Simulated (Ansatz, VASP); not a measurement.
# C: VASP beside Ansatz

One calculation is typed for both programs; each brings its own data sets. How far apart do they land? The cell is taken from a series of runs on this material, whose earlier steps may have relaxed, scaled, displaced or heated it; both programs get it as it stands.

Calculated with Ansatz 0.2.0; plane waves, with VASP 6.6.1 beside it; single point at HSE06 with D3(BJ).

### Step 1. The structure

It takes space group R-3m (No. 166, trigonal). Conventional cell: a = 2.460 Å, b = 2.460 Å, c = 55.900 Å, α = 90.00°, β = 90.00°, γ = 120.00°. Nearest to C lie 3 C at 1.42 Å. C has 3 C at 1.42 Å nearest. Nearest to C lie 3 C at 1.42 Å.

### Step 2. VASP: single point, HSE06 with D3(BJ)

With cell and atoms fixed, the geometry can't cause a difference; cores, projectors, grids and the points listed under the comparison can.

Lines of VASP's logs that name or quote its potential files are left out, and so is its time.

The run reads the wave functions of an earlier VASP run, which isn't shown here.

INCAR reads:

```
SYSTEM = C
PREC = Accurate
ENCUT = 520
EDIFF = 1E-06
NELM = 100
ISMEAR = 0
SIGMA = 0.01
LREAL = .FALSE.
ALGO = Normal
LHFCALC = .TRUE.
AEXX = 0.25
GGA = PE
HFSCREEN = 0.208
IVDW = 12
VDW_S6 = 1
VDW_S8 = 2.31
VDW_A1 = 0.383
VDW_A2 = 5.685
LASPH = .TRUE.
NBANDS = 24
PRECFOCK = Fast
LORBIT = 11
LWAVE = .FALSE.
LCHARG = .FALSE.
KPAR = 8
ISIF = 2
```

POSCAR reads:

```
C
1.0
    2.4600000000      0.0000000000      0.0000000000
   -1.2300000000      2.1304224933      0.0000000000
    0.0000000000     -1.4202816622     18.6333333333
C
8
Direct
    0.2358944544      0.4717889088      0.7076833631
    0.7497942755      0.4995885510      0.2493828265
    0.0828085868      0.1656171735      0.2484257603
    0.9028801431      0.8057602862      0.7086404293
    0.0225134168      0.0450268336      0.0675402504
    0.9631753131      0.9263506261      0.8895259392
    0.3564847943      0.7129695886      0.0694543828
    0.6292039356      0.2584078712      0.8876118068
```

KPOINTS reads:

```
Automatic mesh
0
Gamma
5 5 5
0 0 0
```

Potentials, in the order of the species: C (PBE family, release 64).

Started as:

```
$ mpirun -np 8 vasp_std
```

Numbers of over 12 decimals in the logs are rounded to 6 here.

The program printed:

```text
[banner, memory and clock lines left out]
running    8 mpi-ranks, on    1 nodes
 distrk:  each k-point on    1 cores,    8 groups
 distr:  one band on    1 cores,    1 groups

 POSCAR found type information on POSCAR C
 POSCAR found :  1 types and       8 ions
|                                                                             |
|           W    W    AA    RRRRR   N    N  II  N    N   GGGG   !!!           |
|           W    W   A  A   R    R  NN   N  II  NN   N  G    G  !!!           |
|           W    W  A    A  R    R  N N  N  II  N N  N  G       !!!           |
|           W WW W  AAAAAA  RRRRR   N  N N  II  N  N N  G  GGG   !            |
|           WW  WW  A    A  R   R   N   NN  II  N   NN  G    G                |
|           W    W  A    A  R    R  N    N  II  N    N   GGGG   !!!           |
|                                                                             |
|     For optimal performance we recommend to set                             |
|       NCORE = 2 up to number-of-cores-per-socket                            |
|     NCORE specifies how many cores store one orbital (NPAR=cpu/NCORE).      |
|     This setting can greatly improve the performance of VASP for DFT.       |
|     The default, NCORE=1 might be grossly inefficient on modern             |
|     multi-core architectures or massively parallel machines. Do your        |
|     Unfortunately you need to use the default for GW and RPA                |
|     calculations (for HF NCORE is supported but not extensively tested      |
|     yet).                                                                   |
|                                                                             |

 LDA part: xc-table for (Slater+PW92), standard interpolation
 found WAVECAR, reading the header
 POSCAR, INCAR and KPOINTS ok, starting setup
 FFT: planning ... GRIDC
 FFT: planning ... GRID_SOFT
 FFT: planning ... GRID
 reading WAVECAR
 the WAVECAR file was read successfully
 initial charge from wavefunction
 entering main loop
       N       E                     dE             d eps       ncg     rms          rms(c)
DAV:   1    -0.845190321164E+02   -0.84519E+02   -0.97874E-01  1032   0.651E+00    0.142E+00
DAV:   2    -0.845189608999E+02    0.71217E-04   -0.13531E-02  1176   0.706E-01    0.891E-01
DAV:   3    -0.845159376687E+02    0.30232E-02   -0.26138E-03  1136   0.301E-01    0.488E-01
DAV:   4    -0.845151835602E+02    0.75411E-03   -0.93501E-04  1176   0.180E-01    0.256E-01
DAV:   5    -0.845150020290E+02    0.18153E-03   -0.21414E-04  1216   0.888E-02    0.134E-01
DAV:   6    -0.845149564919E+02    0.45537E-04   -0.44611E-05  1208   0.417E-02    0.720E-02
DAV:   7    -0.845149471786E+02    0.93133E-05   -0.97146E-06  1184   0.202E-02    0.390E-02
DAV:   8    -0.845149475959E+02   -0.41727E-06   -0.22624E-06  1056   0.100E-02
   1 F= -.85515603E+02 E0= -.85515603E+02  d E =-.567796E-74
```

Parts of OUTCAR (step 2):

```text
ion  position               nearest neighbor table
   1  0.236  0.472  0.708-   4 1.42   4 1.42   4 1.42
   2  0.750  0.500  0.249-   3 1.42   3 1.42   3 1.42
   3  0.083  0.166  0.248-   2 1.42   2 1.42   2 1.42
   4  0.903  0.806  0.709-   1 1.42   1 1.42   1 1.42
   5  0.023  0.045  0.068-   7 1.42   7 1.42   7 1.42
   6  0.963  0.926  0.890-   8 1.42   8 1.42   8 1.42
   7  0.356  0.713  0.069-   5 1.42   5 1.42   5 1.42
   8  0.629  0.258  0.888-   6 1.42   6 1.42   6 1.42

  LATTYP: Found a trigonal (rhomboedric) cell.
 ALAT       =    18.6873837417
 COS(alpha) =     0.9913355059

 Subroutine GETGRP returns: Found 12 space group operations
 (whereof  6 operations were pure point group operations)

The static configuration has the point symmetry C_3v.
 The point group associated with its full space group is D_3d.

 Found     19 irreducible k-points:

   k-points           NKPTS =     19   k-points in BZ     NKDIM =    125   number of bands    NBANDS=     24

   dimension x,y,z NGX =    18 NGY =   18 NGZ =  140
   dimension x,y,z NGXF=    36 NGYF=   36 NGZF=  280

   ENCUT  =  520.0 eV  38.22 Ry    6.18 a.u.   4.57  4.57 34.75*2*pi/ulx,y,z

   NELECT =      32.0000    total number of electrons

 k-points in reciprocal lattice and weights: Automatic mesh
   0.00000000  0.00000000  0.00000000       0.008
   0.20000000  0.00000000 -0.00000000       0.048
   0.40000000  0.00000000  0.00000000       0.048
   0.00000000  0.20000000 -0.00000000       0.048
   0.20000000  0.20000000  0.00000000       0.096
   0.40000000  0.20000000  0.00000000       0.096
  -0.40000000  0.20000000 -0.00000000       0.048
   0.00000000  0.40000000  0.00000000       0.048
   0.20000000  0.40000000  0.00000000       0.048
[...]
0.00000000  0.00000000  0.40000000       0.016
   0.20000000  0.00000000  0.40000000       0.048

  exchange ACFDT corr.  =         0.00000000  see jH, gK, PRB 81, 115126

 average (electrostatic) potential at core
       1 -49.4802       2 -49.4802       3 -49.5055       4 -49.5055       5 -49.5395
       6 -49.5394       7 -49.4888       8 -49.4888

 E-fermi :   0.7008

 k-point     1 :       0.0000    0.0000    0.0000
  band No.  band energies     occupation
    ...
     12      -1.8202      2.00000
     13      -1.8097      2.00000
     14      -1.8097      2.00000
     15      -1.8084      2.00000
     16      -1.8084      2.00000
     17       5.8021      0.00000
     18       6.6931      0.00000
     19       7.4904      0.00000
     20       9.7680      0.00000
     21      10.2665      0.00000
    ...

 k-point     2 :       0.2000    0.0000   -0.0000
  band No.  band energies     occupation
    ...
     12      -4.5916      2.00000
     13      -3.4510      2.00000
     14      -3.4337      2.00000
     15      -3.4172      2.00000
     16      -3.4103      2.00000
     17       7.0957      0.00000
     18       7.9405      0.00000
     19       8.6811      0.00000
     20      10.7091      0.00000
     21      11.1313      0.00000
    ...

 k-point     3 :       0.4000    0.0000    0.0000
  band No.  band energies     occupation
    ...
     12      -5.2212      2.00000
     13      -2.6509      2.00000
     14      -2.2466      2.00000
     15      -1.7594      2.00000
     16      -1.3393      2.00000
     17       5.4891      0.00000
     18       5.7268      0.00000
     19       6.1055      0.00000
     20       6.4147      0.00000
     21      10.3614      0.00000
    ...

 Edisp (eV)   -1.00066

  Total      -2.03775    -2.03775    -0.27432     0.00000     0.00000     0.00000
  in kB     -33.43266   -33.43266    -4.50071     0.00000     0.00000     0.00000
  external pressure =      -23.79 kB  Pullay stress =        0.00 kB

  energy-cutoff  :      520.00
  volume of cell :       97.65
      direct lattice vectors                 reciprocal lattice vectors
     2.460000000  0.000000000  0.000000000     0.406504065  0.234695231  0.017889088
    -1.230000000  2.130422493  0.000000000     0.000000000  0.469390463  0.035778175
     0.000000000 -1.420281662 18.633333333     0.000000000  0.000000000  0.053667263

 POSITION                                       TOTAL-FORCE (eV/Angst)
 -----------------------------------------------------------------------------------
     -0.00000      0.00000     13.18650        -0.000000      0.000000      0.326918
      1.23000      0.71014      4.64683         0.000000     -0.000000     -0.326918
      0.00000     -0.00000      4.62900        -0.000000      0.000000      0.319669
      1.23000      0.71014     13.20433         0.000000     -0.000000     -0.319669
      0.00000     -0.00000      1.25850         0.000000      0.000000      0.647560
      1.23000      0.71014     16.57483         0.000000     -0.000000     -0.647560
      0.00000      1.42028      1.29417         0.000000     -0.000000     -0.652165
      1.23000     -0.71014     16.53917         0.000000      0.000000      0.652165
 -----------------------------------------------------------------------------------
    total drift:                                0.000002      0.000008     -0.000028

  FREE ENERGIE OF THE ION-ELECTRON SYSTEM (eV)
  ---------------------------------------------------
  free  energy   TOTEN  =       -85.5156029054 eV

  energy  without entropy=      -85.5156029054  energy(sigma->0) =      -85.51560291

 total charge
# of ion       s       p       d       tot
------------------------------------------
    1        0.869   1.789   0.000   2.658
    2        0.869   1.789   0.000   2.658
    3        0.870   1.786   0.000   2.656
    4        0.870   1.786   0.000   2.656
    5        0.870   1.783   0.000   2.654
    6        0.870   1.783   0.000   2.654
    7        0.869   1.789   0.000   2.658
    8        0.869   1.789   0.000   2.658
--------------------------------------------------
tot          6.956  14.294   0.000  21.250

[... 3 further parts left out ...]
```

The run ends at a pressure of -2.38 GPa, with forces up to 0.65 eV/Å.

(Part 1 of 2 ends here.)

[Lines on the potential files, build, host, timing and source positions are cut from VASP's logs without a mark.]

[Logs are printed without paths, hosts, clocks, repeated set-up lines and the standing remarks that a program may print on its own settings, such as how far it seeks lower states.]

[Hosts, paths, dates, database ids (printed as entryN), source tags and the programs' standing remarks are cut or masked in the printed files.]
